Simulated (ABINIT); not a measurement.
An input for ABINIT 10.8.3 (CdSe (F-43m)):

```
acell 3*1.0 Angstrom
rprim 
  -0.000000000000 3.070271198600 3.070271198600
  3.070271198600 -0.000000000000 3.070271198600
  3.070271198600 3.070271198600 0.000000000000
ntypat 2
znucl 48 34
natom 2
typat 1 2
xred 
  0.000000000000 0.000000000000 0.000000000000
  0.750000000000 0.750000000000 0.750000000000
pp_dirpath "pseudos"
pseudos "Cd.upf, Se.upf"
ecut 48
nspinor 2
ngkpt 4 4 4
nshiftk 1
shiftk 0 0 0
kptopt 1
chksymbreak 0
nband 54
occopt 1
tolvrs 1e-10
nstep 60
prtwf 0
optforces 0
optstress 0
indata_prefix "in"
outdata_prefix "out"
tmpdata_prefix "tmp"
```

```sh
OMP_NUM_THREADS=1 mpirun -n 8 abinit run.abi > log
```

**Question.** How long will it take on 8 MPI ranks of Intel Xeon Platinum 8488C (Sapphire Rapids), shared host, and how much memory?

It took 56 s; on shared hardware allow 28 s to 1.9 min. Peak host memory was 0.99 GiB.

[Paths, hosts, dates, memory and timing lines, banners, echoed tables and standing remarks are left out of the program output.]

[Logs are printed without paths, hosts, clocks, repeated set-up lines and the standing remarks that a program may print on its own settings, such as how far it seeks lower states.]

[Runs of the session that timed out or met a known fault of the program may be left out.]

[Hosts, paths, dates, database ids (printed as entryN), source tags and the programs' standing remarks are cut or masked in the printed files.]

[G0W0 gaps are taken among the corrected bands and points alone; a level outside them can change the order at an edge.]

[Where Ansatz stands beside ABINIT at settings called matched, ABINIT's density can come from a denser mesh and the files from another edition; pairs whose starting gaps differed by over 0.03 eV were left out, so agreement reads better than it is.]
